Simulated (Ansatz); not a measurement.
Runs of Ansatz 0.2.0 on In. The structure is trigonal, space group R-3m (No. 166). Conventional cell: a = 3.339 Å, b = 3.339 Å, c = 24.622 Å, α = 90.00°, β = 90.00°, γ = 120.00°. In (site symmetry 3m) has 12 In at 3.34 to 3.35 Å as nearest neighbours. In (site symmetry -3m) is surrounded by 12 In at 3.34 to 3.35 Å. This isn't the form of In at room conditions, which is tetragonal.

| level | gap on the mesh (eV) | pressure (GPa) | relaxed volume (Å³/atom) |
| --- | --- | --- | --- |
| PBEsol+D3(BJ)-ATM | none | 0.0 | 24.48 |
| PBEsol+D3(BJ) | none | 0.0 | 24.36 |
| PBEsol+D4 | none | 0.0 | (a) |
| PBEsol | none | 0.0 | 25.70 |

Alike in all rows: task relaxation of cell and atoms; potentials or basis Ansatz PAW; no spin polarisation; cell relaxed; k mesh 9 × 9 × 9; cutoff (eV) 420; smearing fermi-dirac 0.05 eV.

Task: Fill in the values left out.

Result: (a) 24.94.

Caveats: the plane-wave basis is chosen anew once the cell has moved, so the energies of steps on either side of that aren't comparable; the PAW data sets come from PBE, with cores solved anew for the run's functional, which leaves a small shift of forces and pressure; pairwise dispersion overbinds metals, which lowers pressure and volume (some runs).

A k mesh can miss the band edges, and the runs leave out spin-orbit coupling on In.

A gap of «none» marks a metal or a gap under the smearing width.
